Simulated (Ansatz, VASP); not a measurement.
# Two plane-wave programs on Pt

```
CELL_PARAMETERS angstrom
-1.55188 1.55188 1.55188
1.55188 -1.55188 1.55188
1.55188 1.55188 -1.55188
ATOMIC_POSITIONS crystal
Pt 0.00000 0.00000 0.00000
```

Change from the starting cell: volume scaled by 0.94.

Alike in both runs: task single point; functional PBE; k mesh 12 × 12 × 12; occupations fermi-dirac, width 0.05 eV; no spin polarisation.

|  | VASP | Ansatz |
| --- | --- | --- |
| version | VASP 6.6.1 | Ansatz 0.2.0 |
| potentials or method | VASP PAW PBE potentials, release 64 (Pt) | Ansatz PAW |
| plane-wave cutoff (eV) | 520 | 420 |
| valence electrons in the cell | 10 | 18 |

VASP gave:

```
gap on the k mesh at the Fermi level (eV) : none
pressure (GPa)                            : 15.2
```

Problem. Which values does Ansatz return?

Solution. gap on the k mesh at the Fermi level (eV): none; pressure (GPa): 15.7.

A gap of «none» marks a metal or a gap that the smearing closes. The two sets of potentials don't hold the same shells in valence.

Spin-orbit coupling is left out, which matters for the levels of Pt.
